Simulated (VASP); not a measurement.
H2: single point with RPBE

Molecule: H2, in a box.

```
CELL_PARAMETERS angstrom
11.17151 0.00000 0.00000
0.00000 11.67151 0.00000
0.00000 0.00000 12.17151
ATOMIC_POSITIONS crystal
H 0.50298 0.48780 0.52759
H 0.49722 0.51966 0.47427
```

```json
{
 "Program": "VASP 6.6.1",
 "Task": "single point",
 "Functional": "RPBE",
 "Potentials or basis": "VASP PAW PBE potentials, release 64 (H)",
 "Cutoff": "400 eV",
 "k mesh": "1 × 1 × 1",
 "Occupations": "gaussian, width 0.01 eV",
 "Spin": "no spin polarisation",
 "Further INCAR settings": "ALGO = Fast; EDIFF = 1e-06; ISYM = 0"
}
```

The largest force is 0.117 eV/Å and the gap between the frontier levels is 10.21 eV.

Forces on the atoms (eV/Å):
```
H   -0.010  0.058 -0.101
H    0.010 -0.058  0.101
```

Levels at points of the mesh, in eV from the valence-band top:
```tsv
k point	band 1	band 2	band 3	band 4	band 5	band 6
(0.00, 0.00, 0.00)	0.00	10.21	10.56	11.05	11.13	11.21
```

Wall time 11 s on 4 MPI ranks on AMD EPYC 9R45 (Zen 5), on a shared host, peak memory 0.31 GiB a rank.

Caveat: the PAW data sets were made with another functional, which shifts forces and pressure a little. RPBE gaps usually lie below the measured ones, often by a third to a half.
